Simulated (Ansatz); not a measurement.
# Rb on Nb(100): change of the work function, part 6 of 6

Aim: the work function of Nb(100) at several coverages of Rb (hollow site), and the dipole that each adsorbate carries.

Ansatz 0.2.0; plane-wave DFT, r2SCAN, Ansatz PAW.

So far, work function, upper face (eV): step 2 (the clean slab) 3.54; step 4 (adsorbate added, coverage 0.5 ML) 1.92; step 6 (the slab at 0.25 ML, atoms frozen) 1.59; step 7 (the substrate of the 0.25 ML cell alone) 3.55; step 8 (the adsorbate layer of the 0.25 ML cell alone) 2.28.

## (10) A changed input (continued)

The steps of the relaxation:

```
step  energy less that of the first step (eV)  largest force component (eV/Å)
   1                                   0.0000                          0.0981
   2                                  -0.0003                          0.1065
   3                                  -0.0041                          0.0220
   4                                  -0.0046                          0.0155
   4                                  -0.0046                          0.0155
```

The run keeps the 16 symmetry operations that it works with, so distortions that break them were not tested.

The atoms that moved most (Å):

| atom | dx | dy | dz | length |
| --- | --- | --- | --- | --- |
| Rb21 | 0.000 | 0.000 | -0.051 | 0.051 |
| Rb22 | 0.000 | 0.000 | -0.051 | 0.051 |
| Nb4 | 0.000 | 0.000 | 0.011 | 0.011 |
| Nb19 | 0.000 | 0.000 | 0.011 | 0.011 |
| Nb14 | 0.000 | 0.000 | -0.007 | 0.007 |
| Nb9 | 0.000 | 0.000 | -0.007 | 0.007 |

Final coordinates:

```cif
data_structure
_symmetry_space_group_name_H-M 'P 1'
_symmetry_Int_Tables_number 1
_cell_length_a 6.6000
_cell_length_b 6.6000
_cell_length_c 27.6895
_cell_angle_alpha 90.000
_cell_angle_beta 90.000
_cell_angle_gamma 90.000
_cell_volume 1206.15
loop_
_atom_site_label
_atom_site_type_symbol
_atom_site_fract_x
_atom_site_fract_y
_atom_site_fract_z
_atom_site_occupancy
Nb1 Nb 0.00000 0.00000 0.32503 1
Nb2 Nb 0.25000 0.25000 0.38462 1
Nb3 Nb 0.00000 0.00000 0.44393 1
Nb4 Nb 0.25000 0.25000 0.50527 1
Nb5 Nb 0.00000 0.00000 0.55639 1
Nb6 Nb 0.00000 0.50000 0.32503 1
Nb7 Nb 0.25000 0.75000 0.38462 1
Nb8 Nb 0.00000 0.50000 0.44393 1
Nb9 Nb 0.25000 0.75000 0.50462 1
Nb10 Nb 0.00000 0.50000 0.55639 1
Nb11 Nb 0.50000 0.00000 0.32503 1
Nb12 Nb 0.75000 0.25000 0.38462 1
Nb13 Nb 0.50000 0.00000 0.44393 1
Nb14 Nb 0.75000 0.25000 0.50462 1
Nb15 Nb 0.50000 0.00000 0.55639 1
Nb16 Nb 0.50000 0.50000 0.32503 1
Nb17 Nb 0.75000 0.75000 0.38462 1
Nb18 Nb 0.50000 0.50000 0.44393 1
Nb19 Nb 0.75000 0.75000 0.50527 1
Nb20 Nb 0.50000 0.50000 0.55639 1
Rb21 Rb 0.25000 0.25000 0.67314 1
Rb22 Rb 0.75000 0.75000 0.67314 1
```

This step gave:

```
energy at zero smearing        : -97815.6868 eV
work function, upper face      : 1.925 eV
work function, lower face      : 3.691 eV
dipole along the normal        : 0.4250 e·Å
step between the vacuum levels : -1.766 eV
```

The density of states has structure finer than the step of the table below, so its rows give means over 0.25 eV, whole bins alone (the curve runs from -8 to 1.77 eV). Peaks (eV: height): -2.380: 128, -2.230: 47.7, -2.080: 63.3, -1.530: 46.4, -1.230: 62.3, -1.170: 65.4, 0.540: 48.0.

Table of density of states by energy, zero at the Fermi level; means over each step:

energy (eV), density of states (states/eV a cell) and a bar:
```
    -6.00          0 
    -5.75          1 #
    -5.50          1 #
    -5.25          1 #
    -5.00          2 ##
    -4.75          1 #
    -4.50          3 ##
    -4.25          5 ###
    -4.00          4 ###
    -3.75         12 #########
    -3.50         16 ###########
    -3.25         23 #################
    -3.00         31 ######################
    -2.75         22 ################
    -2.50         26 ###################
    -2.25         26 ##################
    -2.00         25 ##################
    -1.75         25 ##################
    -1.50         30 ######################
    -1.25         42 ##############################
    -1.00         31 ######################
    -0.75         22 ################
    -0.50         29 #####################
    -0.25         27 ###################
     0.00         21 ###############
     0.25         25 ##################
     0.50         34 #########################
     0.75         28 ####################
     1.00         19 #############
     1.25         19 ##############
     1.50         28 ####################
```

Projected DOS per atom over height of the atomic layer and energy from the Fermi level. Layers: Nb4 Nb4 Nb4 Nb4 Nb4 Rb2 from below.

Values in states/eV, 22 rows by 6 columns, each cell a mean:
```
1.52 0.47 1.05 0.55 1.76 0.23
1.16 0.49 0.60 0.42 1.25 0.30
2.31 0.63 0.79 0.62 2.33 0.68
2.01 0.90 0.55 0.75 1.57 0.56
1.60 0.99 0.91 1.01 1.25 0.36
1.60 1.00 1.20 0.92 1.39 0.22
1.89 1.37 1.45 1.28 2.07 0.69
1.29 1.36 1.49 1.78 1.44 0.12
1.15 1.38 0.77 1.15 1.04 0.02
1.20 1.39 1.29 1.27 1.31 0.03
1.24 1.51 1.35 1.35 1.21 0.07
0.59 1.03 1.27 1.26 0.90 0.05
0.31 0.60 0.74 0.77 0.45 0.02
0.16 0.22 0.21 0.22 0.16 0.01
0.05 0.08 0.08 0.08 0.05 0.00
0.05 0.12 0.15 0.11 0.05 0.00
0.03 0.08 0.10 0.07 0.04 0.00
0.00 0.01 0.01 0.01 0.00 0.00
0.00 0.00 0.00 0.00 0.00 0.00
0.00 0.00 0.00 0.00 0.00 0.00
0.00 0.00 0.00 0.00 0.00 0.00
0.00 0.00 0.00 0.00 0.00 0.00
```
Columns: height of the atomic layer (Å) from 9 to 18.6 (not evenly spaced); rows upwards: energy from the Fermi level (eV) from -7.96 to 1.75.

```csv
quantity,this run,earlier run,difference
"work function, upper face (eV)",1.925,1.924,8.0e-4
"work function, lower face (eV)",3.691,3.692,-0.0011
dipole along the normal (e·Å),0.4250,0.4255,-4.5e-4
```

Nothing in the table moves by 0.01 in its unit (for the dipole 0.5 % and 5e-5 e·Å). The run took 41 SCF cycles against 40.

## (11) Varying the input

System of this step: Nb(100). The cell holds 5 atoms: 5 Nb. Its edges and angles: a = 3.300 Å, b = 3.300 Å, c = 24.600 Å, α = 90.0°, β = 90.0°, γ = 90.0°. Vacuum lies along c.

An input spoilt on purpose, to show how the run answers: it repeats the earlier run at 0 ML with efield.amplitude to 0 and efield.dipole_correction from true to false, and scf.max_iter set to 80.

Input file input.yaml:

```yaml
crystal:
  lattice:
    - [3.3, 0.0, 0.0]
    - [0.0, 3.3, 0.0]
    - [0.0, 0.0, 24.6]
  atoms:
    - { symbol: Nb, position: [0.0, 0.0, 0.3658536585] }
    - { symbol: Nb, position: [0.5, 0.5, 0.4329268293] }
    - { symbol: Nb, position: [0.0, 0.0, 0.5] }
    - { symbol: Nb, position: [0.5, 0.5, 0.5670731707] }
    - { symbol: Nb, position: [0.0, 0.0, 0.6341463415] }
kpoints:
  mp_grid: { grid: [9, 9, 1] }
hamiltonian:
  xc: r2scan
scf:
  occupations: { method: fermi_dirac, width: 0.1 }
  convergence: { dr2_threshold: 1.0e-08 }
  max_iter: 80
efield:
  axis: 3
  dipole_correction: false
  ramp_position: 0.97
  ramp_width: 0.06
  amplitude: 0
relax:
  f_tol: 0.02
  max_steps: 60
  constraints: [{ sites: [0, 1] }]
output:
  write_potential: true
  write_density: true
  volumetric_format: npy
```

Started as:

```bash
> ansatz run input.yaml --threads 4 --pin off --max-ram 12288MiB --backend cpu --events-out ev --progress --plain --runs-dir out
```

Numbers of over 12 decimals in the logs are rounded to 6 here.

What it wrote:

```text
Error: invalid value for `efield.amplitude`: is zero with dipole_correction: false — the section would apply nothing; set a non-zero amplitude, enable dipole_correction, or remove the block
```

Wall time 0.02 s (4 threads of Arm Neoverse V2, shared host); peak memory 0.032 GiB.

The input was rejected at the start.

The program's message: “Error: invalid value for `efield.amplitude`: is zero with dipole_correction: false — the section would apply nothing; set a non-zero amplitude, enable dipole_correction, or remove the block”

The fault put into the input: a field block that applies nothing.

## (12) Results

```yaml
work_function_of_the_clean_face: 3.54 eV
work_function_at_0p25_ml: 1.59 eV
work_function_at_0p5_ml: 1.92 eV
dipole_per_adsorbate_at_0p25_ml_positive_end_outwards: 2.25 D
step_of_the_potential_from_the_moved_charge_at_0p25_ml_upper_less_lower_side_atoms_held: -1.97 eV
```

What this shows: Rb lowers the work function of Nb(100) at the lowest coverage, by 1.95 eV: the adsorbate layer has its positive end outwards. The slab has 5 layers, at the tabulated experimental lattice constant, one starting site was run, and quantum-size effects of a slab this thin can reach one or two tenths of an eV.

[Logs are printed without paths, hosts, clocks, repeated set-up lines and the standing remarks that a program may print on its own settings, such as how far it seeks lower states.]

[Hosts, paths, dates, database ids (printed as entryN), source tags and the programs' standing remarks are cut or masked in the printed files.]

[Maps of the electrostatic potential energy from Ansatz leave out the sawtooth potential of an applied field or a dipole correction, so their vacuum need not be flat; planar profiles and work functions include it.]

[The density of states shown here was stored with 400 of the rows of the run's finer table, so its peaks can read low, often by over a quarter, or be missed, and its means over a window can be off by a tenth or more.]
